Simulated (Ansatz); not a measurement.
# BN: the cost of one run

Program: Ansatz 0.2.0. Level of theory: DFT PBEsol, scalar-relativistic, plane waves, PAW. These are calculated values, not measurements.

2 further runs of the same task are left out: 2 set aside as unsound or not needed.

### Step 1. The starting structure

Symmetry: F-43m, No. 216, cubic system. The conventional cell has a = 3.606 Å, b = 3.606 Å, c = 3.606 Å, α = 90.00°, β = 90.00°, γ = 90.00°. B (site symmetry -43m) is surrounded by 4 N at 1.56 Å. N (site symmetry -43m) has 4 B at 1.56 Å as nearest neighbours.

As a file:

```cif
data_structure
_symmetry_space_group_name_H-M 'F-43m'
_symmetry_Int_Tables_number 216
_cell_length_a 3.6057
_cell_length_b 3.6057
_cell_length_c 3.6057
_cell_angle_alpha 90.000
_cell_angle_beta 90.000
_cell_angle_gamma 90.000
_cell_volume 46.88
loop_
_atom_site_label
_atom_site_type_symbol
_atom_site_symmetry_multiplicity
_atom_site_Wyckoff_symbol
_atom_site_fract_x
_atom_site_fract_y
_atom_site_fract_z
_atom_site_occupancy
B1 B 4 a 0.00000 0.00000 0.00000 1
N1 N 4 c 0.25000 0.25000 0.25000 1
```

It goes back to an entry of the Materials Project.

It is the result of an earlier relaxation at this level (volume 5.86 Å³/atom; gap on the mesh: 4.30 eV).

### Step 2. The cell under 9 GPa

What is minimised here is the enthalpy; the energy can go up as the cell is squeezed.

File input.yaml:

```yaml
crystal:
  lattice:
    - [0.0, 1.8028454611, 1.8028454611]
    - [1.8028454611, 0.0, 1.8028454611]
    - [1.8028454611, 1.8028454611, 0.0]
  atoms:
    - { symbol: B, position: [0.0, 0.0, 0.0] }
    - { symbol: "N", position: [0.75, 0.75, 0.75] }
basis:
  ecutwfc: 420
kpoints:
  mp_grid: { grid: [12, 12, 12] }
hamiltonian:
  xc: pbesol
scf:
  occupations: { method: fixed }
output:
  forces: true
  stress: true
  eigenvalues: true
  write_density: true
  write_potential: true
  elf: true
  volumetric_format: npy
relax:
  adjacent_minimum: "off"
  f_tol: 0.001
  max_steps: 60
  cell: { stress_tol: 0.02, p_target: 9.0 }
```

Command:

```bash
$ ansatz run input.yaml --threads 1 --pin off --max-ram 3072MiB --backend cpu --events-out ev --progress --plain --runs-dir out
```

**Question.** How long does this run take on 1 thread of Arm Neoverse V2, shared host, and how much memory does it need?

About 6.9 s, with a peak of 0.26 GiB.
